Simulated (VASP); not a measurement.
Wanted: the native input for a VASP 6.6.1 run.

```
Task                               : band structure
Functional                         : HSE06
Potentials or basis                : VASP PAW PBE potentials, release 64 (Al, P)
Cutoff                             : 520 eV
k mesh                             : 6 × 6 × 6
Occupations                        : gaussian, width 0.03 eV
Spin                               : no spin polarisation
Grid for exact exchange (PRECFOCK) : Fast
Screening parameter                : 0.2 1/A
Further INCAR settings             : ALGO = Normal; EDIFF = 1e-06; NBANDS = 11
```

The system is AlP.

```
Al P
1.0
     0.00000    2.73570    2.73570
     2.73570    0.00000    2.73570
     2.73570    2.73570    0.00000
Al P
1 1
Direct
  0.00000 0.00000 0.00000
  0.25000 0.25000 0.25000
```

These files were run (other wordings do the same):

POSCAR

```
AlP                                     
1.0
    0.0000000000      2.7357031040      2.7357031040
    2.7357031040      0.0000000000      2.7357031040
    2.7357031040      2.7357031040      0.0000000000
  Al              P             
     1     1
Direct
     0.0000000000000000    0.0000000000000000    0.0000000000000000
     0.2500000000000000    0.2500000000000000    0.2500000000000000
```

INCAR.step1

```
PREC = Accurate ; ENCUT = 520
EDIFF = 1E-5 ; ISMEAR = 0
SIGMA = 0.03 ; LREAL = F
LASPH = T ; NELM = 80
ALGO = Normal ; ISIF = 2
LWAVE = T ; LCHARG = F
NBANDS = 11 ; KPAR = 2
GGA = PE
```

INCAR.step2

```
PREC = Accurate ; ENCUT = 520
EDIFF = 1E-6 ; ISMEAR = 0
SIGMA = 0.03 ; LREAL = F
LASPH = T ; NELM = 80
ALGO = Normal ; ISIF = 2
LWAVE = F ; LCHARG = F
GGA = PE ; LHFCALC = T
HFSCREEN = 0.2 ; PRECFOCK = Fast
NBANDS = 11 ; KPAR = 2
ISTART = 1
```

KPOINTS

```
regular mesh
0
Gamma
  6 6 6
```

KPOINTS_OPT

```
explicit points
9
Reciprocal
 0.0000000000  0.0000000000  0.0000000000 1
 0.3750000000  0.3750000000  0.7500000000 1
 0.5000000000  0.5000000000  0.5000000000 1
 0.6250000000  0.2500000000  0.6250000000 1
 0.5000000000  0.2500000000  0.7500000000 1
 0.5000000000  0.0000000000  0.5000000000 1
 0.4000000000  0.0000000000  0.4000000000 1
 0.4250000000  0.0000000000  0.4250000000 1
 0.4500000000  0.0000000000  0.4500000000 1
```

Potentials or basis: VASP PAW PBE potentials, release 64 (Al, P).

Command:

```console
$ cat potpaw_PBE.64/Al/POTCAR potpaw_PBE.64/P/POTCAR > POTCAR
$ cp INCAR.step1 INCAR
$ mpirun -np 2 vasp_std > vasp.out
$ cp INCAR.step2 INCAR
$ mpirun -np 2 vasp_std > vasp.out
```

It gave:

| Quantity | Value |
| --- | --- |
| Pressure | 0.0 GPa |
| Band gap on the k mesh | 2.30 eV, indirect (least direct gap 4.19 eV) |
| Band gap along the path | 2.30 eV, indirect (least direct gap 4.19 eV) |

Caveat: the PAW data sets were made with another functional, which shifts forces and pressure a little.

Run time: 3.4 min on 2 MPI ranks on Intel(R) Xeon(R) Platinum 8488C (Sapphire Rapids) (shared host), peak memory 0.28 GiB a rank.
